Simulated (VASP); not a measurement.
# Sb (R-3m) in VASP: further runs

One crystal, Sb, is run at these levels: PBE+D3(BJ); tasks: single point.

Everything below comes from runs of VASP 6.6.1. Logs are shortened: lines on timing, memory, paths and dates and some standing lists are left out, and cuts for length are marked.

**1. Starting point**

It takes space group R-3m (No. 166, trigonal). Conventional cell: a = 4.308 Å, b = 4.308 Å, c = 11.274 Å, α = 90.00°, β = 90.00°, γ = 120.00°. Around Sb (site symmetry 3m) lie 3 Sb at 2.91 Å.

**2. Single point, PBE+D3(BJ)**

Input file INCAR:

```
ALGO = Fast
EDIFF = 1E-7
ENCUT = 520
GGA = PE
ISIF = 2
ISMEAR = 0
IVDW = 12
LASPH = T
LCHARG = F
LREAL = F
LWAVE = F
NELM = 60
PREC = Accurate
SIGMA = 0.02
```

Input file KPOINTS:

```
k-points
0
Gamma
  6 6 6
```

Input file POSCAR:

```
Sb
1.0
    2.1542000000      1.2437279500      3.7580000000
   -2.1542000000      1.2437279500      3.7580000000
    0.0000000000     -2.4874559000      3.7580000000
Sb
2
Direct
    0.2334900000      0.2334900000      0.2334900000
    0.7665100000      0.7665100000      0.7665100000
```

Potentials or basis: VASP PAW PBE potentials, release 64 (Sb).

The run is started by

```sh
$ cat potpaw_PBE.64/Sb/POTCAR > POTCAR
$ mpirun -np 1 vasp_std > vasp.out
```

OUTCAR:

```text
EDIFF = 1E-7
   ENCUT = 520
   GGA = PE
   ISIF = 2
   ISMEAR = 0
   IVDW = 12
   LASPH = T
   LREAL = F
   NELM = 60
   PREC = Accurate
 IVDW          = 12

 ion  position               nearest neighbor table
   1  0.233  0.233  0.233-   2 2.91   2 2.91   2 2.91   2 3.35   2 3.35   2 3.35
   2  0.767  0.767  0.767-   1 2.91   1 2.91   1 2.91   1 3.35   1 3.35   1 3.35

  LATTYP: Found a trigonal (rhomboedric) cell.
 ALAT       =     4.5066618304
 COS(alpha) =     0.5430253623

  Lattice vectors:

 A1 = (   2.1542000000,   1.2437279500,   3.7580000000)
 A2 = (  -2.1542000000,   1.2437279500,   3.7580000000)
 A3 = (   0.0000000000,  -2.4874559000,   3.7580000000)

Analysis of symmetry for initial positions (statically):
=====================================================================
 Subroutine PRICEL returns:
 Original cell was already a primitive cell.

 Routine SETGRP: Setting up the symmetry group for a
 trigonal (rhombohedral) supercell.

 Subroutine GETGRP returns: Found 12 space group operations
 (whereof 12 operations were pure point group operations)
 out of a pool of 12 trial point group operations.

The static configuration has the point symmetry D_3d.

Analysis of symmetry for dynamics (positions and initial velocities):
=====================================================================
 Subroutine PRICEL returns:
 Original cell was already a primitive cell.

 Routine SETGRP: Setting up the symmetry group for a
 trigonal (rhombohedral) supercell.

 Subroutine GETGRP returns: Found 12 space group operations
 (whereof 12 operations were pure point group operations)
 out of a pool of 12 trial point group operations.

The dynamic configuration has the point symmetry D_3d.

 Subroutine INISYM returns: Found 12 space group operations
 (whereof 12 operations are pure point group operations),
 and found     1 'primitive' translations

----------------------------------------------------------------------------------------

                                     Primitive cell

  volume of cell :      60.4115

  direct lattice vectors                    reciprocal lattice vectors
     2.154200000  1.243727950  3.758000000     0.232104726  0.134005726  0.088699663
    -2.154200000  1.243727950  3.758000000    -0.232104726  0.134005726  0.088699663
     0.000000000 -2.487455900  3.758000000     0.000000000 -0.268011452  0.088699663

  length of vectors
     4.506661830  4.506661830  4.506661830     0.282307932  0.282307932  0.282307932

[... 88 lines left out ...]
   POTIM  = 0.5000    time-step for ionic-motion
   TEBEG  =    0.0;   TEEND  =   0.0 temperature during run
   PSTRESS=    0.0 pullay stress
   NELECT =      10.0000    total number of electrons
   NUPDOWN=      -1.0000    fix difference up-down
   EMIN   =  10.00;   EMAX   =-10.00  energy-range for DOS
   EFERMI =   0.00;   METHOD = LEGACY
   ISMEAR =     0;   SIGMA  =   0.02  broadening in eV -4-tet -1-fermi 0-gaus
   EFERMI_NEDOS =   21; number of points for ismear=-14 and -15
   IALGO  =     68    algorithm
   IMIX   =      4    mixing-type and parameters
     AMIX     =   0.40;   BMIX     =  1.00
     AMIX_MAG =   1.60;   BMIX_MAG =  1.00
  volume/ion in A,a.u.               =      30.21       203.84
  Fermi-wavevector in a.u.,A,eV,Ry     =   0.898880  1.698637 10.993305  0.807985
  Thomas-Fermi vector in A             =   2.021644
   LORBIT       =      0    0 simple, 1 ext, 2 COOP (PROOUT), +10 PAW based schemes
   GGA     = PE    functional components
   LHFCALC =     F    Hartree Fock is set to
   AEXX    =    0.0000 exact exchange contribution
   IVDW    =    12    specifies the selected vdW correction
   LEPSILON=     F    determine dielectric tensor
   LRPA    =     F    only Hartree local field effects (RPA)
 non-spin polarized calculation
 RMM-DIIS sequential band-by-band and
 Gauss-broadening in eV      SIGMA  =   0.02
  energy-cutoff  :      520.00
  volume of cell :       60.41
 maximum number of plane-waves:      1639
 NGX is ok and might be reduce to    36
   NGX = 17   NGY = 17   NGZ = 17

 number of electron      10.0000000 magnetization

 Free energy of the ion-electron system (eV)
  ---------------------------------------------------
  ext. energy  EPLUGINS =         0.00000000
  ---------------------------------------------------
  free energy    TOTEN  =        -8.26765660 eV

  energy without entropy =       -8.26734316  energy(sigma->0) =       -8.26749988

 E-fermi :   7.3507     XC(G=0):  -9.5311

 val. band max:        7.0816958552   @ k =   0.5000   0.0000   0.0000
 cond. band min:       7.3507149384   @ k =   0.3333   0.1667   0.1667
 fundamental gap:      0.2690190832
 Fermi energy:         7.3507149316

 k-point     1 :       0.0000    0.0000    0.0000
  band No.  band energies     occupation
      1      -5.4363      2.00000
      2       2.4904      2.00000
      3       5.2192      2.00000
      4       5.4866      2.00000
      5       5.4866      2.00000
      6       9.3551      0.00000
      7       9.9833      0.00000
      8       9.9833      0.00000
      9      12.3677      0.00000
[... 265 lines left out ...]
 k-point    24 :      -0.3333    0.5000    0.1667
  band No.  band energies     occupation
      1      -2.7779      2.00000
      2      -1.4050      2.00000
      3       1.9744      2.00000
      4       2.8653      2.00000
      5       5.4462      2.00000
      6       9.2224      0.00000
      7      10.5674      0.00000
      8      12.9454      0.00000
      9      13.2296      0.00000

 [... further k-points ...]

------------------------ aborting loop because EDIFF is reached ----------------------------------------

 Edisp (eV)   -0.94507

 E8    (eV) :    -0.4410

  FORCE on cell =-STRESS in cart. coord.  units (eV):
  Direction    XX          YY          ZZ          XY          YZ          ZX
  --------------------------------------------------------------------------------------
  -------------------------------------------------------------------------------------
  Total       0.14666     0.14666     0.00059     0.00000     0.00000     0.00000
  in kB       3.88952     3.88952     0.01559     0.00000     0.00000     0.00000
  external pressure =        2.60 kB  Pullay stress =        0.00 kB

 VOLUME and BASIS-vectors are now :
 -----------------------------------------------------------------------------
  energy-cutoff  :      520.00
  volume of cell :       60.41
      direct lattice vectors                 reciprocal lattice vectors
     2.154200000  1.243727950  3.758000000     0.232104726  0.134005726  0.088699663
    -2.154200000  1.243727950  3.758000000    -0.232104726  0.134005726  0.088699663
     0.000000000 -2.487455900  3.758000000     0.000000000 -0.268011452  0.088699663

 POSITION                                       TOTAL-FORCE (eV/Angst)
 -----------------------------------------------------------------------------------
      0.00000      0.00000      2.63237         0.000000      0.000000      0.104185
      0.00000      0.00000      8.64163         0.000000      0.000000     -0.104185
 -----------------------------------------------------------------------------------
    total drift:                                0.000000     -0.000000     -0.000000

  FREE ENERGIE OF THE ION-ELECTRON SYSTEM (eV)
  ---------------------------------------------------
  free  energy   TOTEN  =        -9.2127304593 eV

  energy  without entropy=       -9.2124170199  energy(sigma->0) =       -9.21257374
```

stdout:

```text
POSCAR found type information on POSCAR Sb
 POSCAR found :  1 types and       2 ions
 scaLAPACK will be used
 LDA part: xc-table for (Slater+PW92), standard interpolation
 POSCAR, INCAR and KPOINTS ok, starting setup
 FFT: planning ... GRIDC
 FFT: planning ... GRID_SOFT
 FFT: planning ... GRID
 WAVECAR not read
 entering main loop
```

Run time: 14 s. Hardware: 1 thread of AMD EPYC 9R45 (Zen 5), shared host; peak memory 0.18 GiB.

What came out:

| Property | Result |
| --- | --- |
| Free energy | -9.2127 eV |
| Pressure | 0.3 GPa |
| Largest force | 0.104 eV/Å |
| Band gap on the k mesh | none (metal or under the smearing width) |
| Dispersion energy per atom | -0.473 eV |

Forces on the atoms (eV/Å):
```
Sb   0.000  0.000  0.104
Sb   0.000  0.000 -0.104
```

Stress tensor (GPa, compression positive):
```
0.39 0.00 0.00
0.00 0.39 0.00
0.00 0.00 0.00
```

Caveat: pairwise dispersion overbinds metals, which lowers pressure and volume. The run has no spin-orbit coupling, so splittings on Sb are missing.

**3. Single point, PBE+D3(BJ)**

INCAR is that of step 2.

Input file KPOINTS:

```
k-points
0
Gamma
  9 9 9
```

POSCAR is that of step 2.

Potentials or basis: VASP PAW PBE potentials, release 64 (Sb).

The run is started by

```sh
$ cat potpaw_PBE.64/Sb/POTCAR > POTCAR
$ mpirun -np 1 vasp_std > vasp.out
```

Run time: 31 s. Hardware: 1 thread of AMD EPYC 9R45 (Zen 5), shared host; peak memory 0.2 GiB.

The run converged. Its results:

| Item | Value |
| --- | --- |
| Free energy | -9.2005 eV |
| Pressure | 0.2 GPa |
| Largest force | 0.214 eV/Å |
| Band gap on the k mesh | 0.08 eV, indirect (least direct gap 0.49 eV) |
| Dispersion energy per atom | -0.473 eV |

Forces in eV/Å, atoms in the order of the input:
```
Sb   0.000  0.000  0.214
Sb   0.000  0.000 -0.214
```

Stress tensor (GPa, compression positive):
```
 0.45  0.00  0.00
 0.00  0.45  0.00
 0.00  0.00 -0.16
```

Levels at points of the mesh, in eV from the valence-band top:
| k point | band 3 | band 4 | band 5 | band 6 | band 7 | band 8 |
| --- | --- | --- | --- | --- | --- | --- |
| (0.00, 0.00, 0.00) | -2.01 | -1.75 | -1.75 | 2.12 | 2.75 | 2.75 |

Caveat: spin-orbit coupling is left out, which moves the levels of the heavy elements; an odd mesh through Γ misses points on the zone boundary, where band edges often lie.

**4. Single point, PBE+D3(BJ)**

INCAR is that of step 3.

KPOINTS is that of step 3.

POSCAR is that of step 3.

Potentials or basis: VASP PAW PBE potentials, release 64 (Sb).

The run is started by

```sh
$ cat potpaw_PBE.64/Sb/POTCAR > POTCAR
$ mpirun -np 1 vasp_std > vasp.out
```

OUTCAR:

```text
EDIFF = 1E-7
   ENCUT = 520
   GGA = PE
   ISIF = 2
   ISMEAR = 0
   IVDW = 12
   LASPH = T
   LREAL = F
   NELM = 60
   PREC = Accurate
 IVDW          = 12

 ion  position               nearest neighbor table
   1  0.233  0.233  0.233-   2 2.91   2 2.91   2 2.91   2 3.35   2 3.35   2 3.35
   2  0.767  0.767  0.767-   1 2.91   1 2.91   1 2.91   1 3.35   1 3.35   1 3.35

  LATTYP: Found a trigonal (rhomboedric) cell.
 ALAT       =     4.5066618304
 COS(alpha) =     0.5430253623

  Lattice vectors:

 A1 = (   2.1542000000,   1.2437279500,   3.7580000000)
 A2 = (  -2.1542000000,   1.2437279500,   3.7580000000)
 A3 = (   0.0000000000,  -2.4874559000,   3.7580000000)

Analysis of symmetry for initial positions (statically):
=====================================================================
 Subroutine PRICEL returns:
 Original cell was already a primitive cell.

 Routine SETGRP: Setting up the symmetry group for a
 trigonal (rhombohedral) supercell.

 Subroutine GETGRP returns: Found 12 space group operations
 (whereof 12 operations were pure point group operations)
 out of a pool of 12 trial point group operations.

[... 171 lines left out ...]

 k-point     1 :       0.0000    0.0000    0.0000
  band No.  band energies     occupation
      1      -5.4382      2.00000
      2       2.4948      2.00000
      3       5.2232      2.00000
      4       5.4843      2.00000
      5       5.4843      2.00000
      6       9.3449      0.00000
      7       9.9800      0.00000
      8       9.9800      0.00000
      9      12.3719      0.00000
[... 265 lines left out ...]
 k-point    24 :       0.4444    0.4444    0.0000
  band No.  band energies     occupation
      1      -3.2215      2.00000
      2      -0.6124      2.00000
      3       2.0250      2.00000
      4       3.5954      2.00000
      5       3.6618      2.00000
      6       8.8420      0.00000
      7      12.1397      0.00000
      8      12.7186      0.00000
      9      13.7567      0.00000

 [... further k-points ...]

------------------------ aborting loop because EDIFF is reached ----------------------------------------

 Edisp (eV)   -0.94507

 E8    (eV) :    -0.4410

  FORCE on cell =-STRESS in cart. coord.  units (eV):
  Direction    XX          YY          ZZ          XY          YZ          ZX
  --------------------------------------------------------------------------------------
  -------------------------------------------------------------------------------------
  Total       0.17041     0.17041    -0.06023    -0.00000     0.00000     0.00000
  in kB       4.51936     4.51936    -1.59726    -0.00000     0.00000     0.00000
  external pressure =        2.48 kB  Pullay stress =        0.00 kB

 VOLUME and BASIS-vectors are now :
 -----------------------------------------------------------------------------
  energy-cutoff  :      520.00
  volume of cell :       60.41
      direct lattice vectors                 reciprocal lattice vectors
     2.154200000  1.243727950  3.758000000     0.232104726  0.134005726  0.088699663
    -2.154200000  1.243727950  3.758000000    -0.232104726  0.134005726  0.088699663
     0.000000000 -2.487455900  3.758000000     0.000000000 -0.268011452  0.088699663

 POSITION                                       TOTAL-FORCE (eV/Angst)
 -----------------------------------------------------------------------------------
      0.00000      0.00000      2.63237         0.000000     -0.000000      0.214352
      0.00000      0.00000      8.64163         0.000000      0.000000     -0.214352
 -----------------------------------------------------------------------------------
    total drift:                                0.000000      0.000000     -0.000000

  FREE ENERGIE OF THE ION-ELECTRON SYSTEM (eV)
  ---------------------------------------------------
  free  energy   TOTEN  =        -9.2005424996 eV

  energy  without entropy=       -9.2005384358  energy(sigma->0) =       -9.20054047
```

Run time: 32 s. Hardware: 1 thread of AMD EPYC 9R45 (Zen 5), shared host; peak memory 0.2 GiB.

What came out:

| Quantity | Value |
| --- | --- |
| Free energy | -9.2005 eV |
| Pressure | 0.2 GPa |
| Largest force | 0.214 eV/Å |
| Band gap on the k mesh | 0.08 eV, indirect (least direct gap 0.49 eV) |
| Dispersion energy per atom | -0.473 eV |

Forces on the atoms (eV/Å):
```
Sb   0.000  0.000  0.214
Sb   0.000  0.000 -0.214
```

Stress tensor (GPa, compression positive):
```
 0.45  0.00  0.00
 0.00  0.45  0.00
 0.00  0.00 -0.16
```

Levels at points of the mesh, in eV from the valence-band top:
```tsv
k point	band 1	band 2	band 3	band 4	band 5	band 6	band 7	band 8	band 9
(0.00, 0.00, 0.00)	-12.67	-4.73	-2.01	-1.75	-1.75	2.12	2.75	2.75	5.14
```

Caveat: spin-orbit coupling is left out, which moves the levels of the heavy elements; an odd mesh through Γ misses points on the zone boundary, where band edges often lie.

**5. Single point, PBE+D3(BJ)**

INCAR is that of step 4.

Input file KPOINTS:

```
k-points
0
Gamma
  12 12 12
```

POSCAR is that of step 4.

The run is started by

```sh
$ cat potpaw_PBE.64/Sb/POTCAR > POTCAR
$ mpirun -np 1 vasp_std > vasp.out
```

Wall time 66 s (1 thread of AMD EPYC 9R45 (Zen 5), shared host); peak memory 0.25 GiB.

It converged, with:

```
Free energy                : -9.1951 eV
Pressure                   : 0.2 GPa
Largest force              : 0.237 eV/Å
Band gap on the k mesh     : none (metal or under the smearing width)
Dispersion energy per atom : -0.473 eV
```

Forces on the atoms (eV/Å):
```
Sb   0.000  0.000  0.237
Sb   0.000  0.000 -0.237
```

Stress tensor (GPa, compression positive):
```
 0.38  0.00  0.00
 0.00  0.38  0.00
 0.00  0.00 -0.18
```

Levels at points of the mesh, in eV from the Fermi level:
| k point | band 2 | band 3 | band 4 | band 5 | band 6 | band 7 | band 8 | band 9 |
| --- | --- | --- | --- | --- | --- | --- | --- | --- |
| (0.00, 0.00, 0.00) | -4.83 | -2.11 | -1.85 | -1.85 | 2.01 | 2.65 | 2.65 | 5.04 |
| (0.50, 0.00, 0.00) | -9.67 | -2.00 | -1.87 | -0.32 | -0.26 | 0.15 | 0.47 | 7.53 |
| (0.50, 0.50, 0.00) | -8.05 | -5.47 | -3.79 | -3.71 | 1.48 | 4.90 | 5.48 | 6.90 |
| (0.50, 0.50, 0.50) | -9.01 | -1.37 | -1.37 | -0.53 | 0.09 | 0.09 | 1.10 | 6.95 |

Caveat: pairwise dispersion overbinds metals, which lowers pressure and volume. Spin-orbit coupling is left out, which matters for the levels of Sb.

[end of part 1 of 2]
